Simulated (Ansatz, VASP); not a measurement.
# Ag in VASP and in Ansatz

```
Ag
1.0
    -1.65179    1.65179    1.65179
     1.65179   -1.65179    1.65179
     1.65179    1.65179   -1.65179
Ag
1
Direct
  0.00000 0.00000 0.00000
```

Change from the starting cell: volume scaled by 1, norm-conserving files.

Alike in both runs: task single point; functional PBE; k mesh 16 × 16 × 16; occupations fermi-dirac, width 0.05 eV; no spin polarisation.

|  | VASP | Ansatz |
| --- | --- | --- |
| version | VASP 6.6.1 | Ansatz 0.2.0 |
| potentials or method | VASP PAW PBE potentials, release 64 (Ag) | norm-conserving pseudopotentials, scalar-relativistic |
| plane-wave cutoff (eV) | 520 | 960 |
| valence electrons in the cell | 11 | 19 |

|  | VASP | Ansatz | Ansatz less VASP |
| --- | --- | --- | --- |
| pressure (GPa) | -0.1 | 0.0 | +0.12 |

The two sets of potentials don't hold the same shells in valence.
